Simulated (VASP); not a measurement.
Here is a VASP 6.6.1 calculation.

The input INCAR:

```
ALGO = Normal
EDIFF = 1E-7
EDIFFG = -0.005
ENCUT = 600
GGA = PE
IBRION = 2
ISIF = 3
ISMEAR = 0
IVDW = 12
KPAR = 4
LASPH = T
LATTICE_CONSTRAINTS = .TRUE. .TRUE. .FALSE.
LCHARG = F
LREAL = F
LWAVE = F
NELM = 80
NSW = 90
PREC = Accurate
SIGMA = 0.03
```

File KPOINTS:

```
k-points
0
Gamma
  12 12 1
```

Contents of POSCAR:

```
MoS2                                    
1.0
    3.1513580812      0.0000000000      0.0000000000
   -1.5756790406      2.7291561502      0.0000000000
    0.0000000000      0.0000000000     27.2922960000
  S               Mo            
     4     2
Direct
     0.3333333300000021    0.6666666699999979    0.3316154634861942
     0.3333333300000021    0.6666666699999979    0.4463549997378815
     0.6666666699999979    0.3333333300000021    0.5536450002621186
     0.6666666699999979    0.3333333300000021    0.6683845365138055
     0.6666666699999979    0.3333333300000021    0.3890170571751871
     0.3333333300000021    0.6666666699999979    0.6109829428248127
```

Potentials or basis: VASP PAW PBE potentials, release 64 (S, Mo_sv).

The run is started by

```bash
$ cat potpaw_PBE.64/S/POTCAR potpaw_PBE.64/Mo_sv/POTCAR > POTCAR
$ mpirun -np 4 vasp_std > vasp.out
```

Problem. What does it give for the space group after relaxing (to 0.05 Å)?

Solution. P-3m1 (No. 164).

Problem. Estimate the band gap on the k mesh.

Solution. 1.23 eV, indirect (least direct gap 1.75 eV).

Forces on the atoms (eV/Å):
```
S    0.000  0.000 -0.004
S    0.000  0.000  0.000
S    0.000  0.000  0.000
S    0.000  0.000  0.004
Mo   0.000  0.000  0.003
Mo   0.000  0.000 -0.003
```

Expect the measured gap to be larger: semilocal functionals such as PBE lack the derivative discontinuity.
